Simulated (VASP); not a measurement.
Ga, 4 atoms in the cell. The structure is hexagonal, space group P6_3/mmc (No. 194). The conventional cell has a = 2.948 Å, b = 2.948 Å, c = 10.036 Å, α = 90.00°, β = 90.00°, γ = 120.00°. Ga (site symmetry 3m) is surrounded by 10 Ga at 2.69 to 2.95 Å. The cell was built by a generator and needn't be a form met in nature.

- Program: VASP 6.6.1
- Task: single point
- Functional: PBE
- Potentials or basis: VASP PAW PBE potentials, release 64 (Ga_d)
- Cutoff: 520 eV
- k mesh: 6 × 6 × 2
- Occupations: gaussian, width 0.1 eV
- Spin: no spin polarisation
- Dipole correction: no
- Further INCAR settings: ALGO = Normal; EDIFF = 1e-06; NBANDS = 34

Potentials or basis: VASP PAW PBE potentials, release 64 (Ga_d).

Launch:

```sh
$ cat potpaw_PBE.64/Ga_d/POTCAR > POTCAR
$ mpirun -np 1 vasp_std > vasp.out
```

Hardware: 1 thread of Intel(R) Xeon(R) Platinum 8488C (Sapphire Rapids), with other jobs on the host.

Task: How long does it take, and how much memory?

Result: Wall time 24 s on 1 thread of Intel(R) Xeon(R) Platinum 8488C (Sapphire Rapids) (shared host), peak memory 0.2 GiB. Counts: scf iterations 12, k points 14.
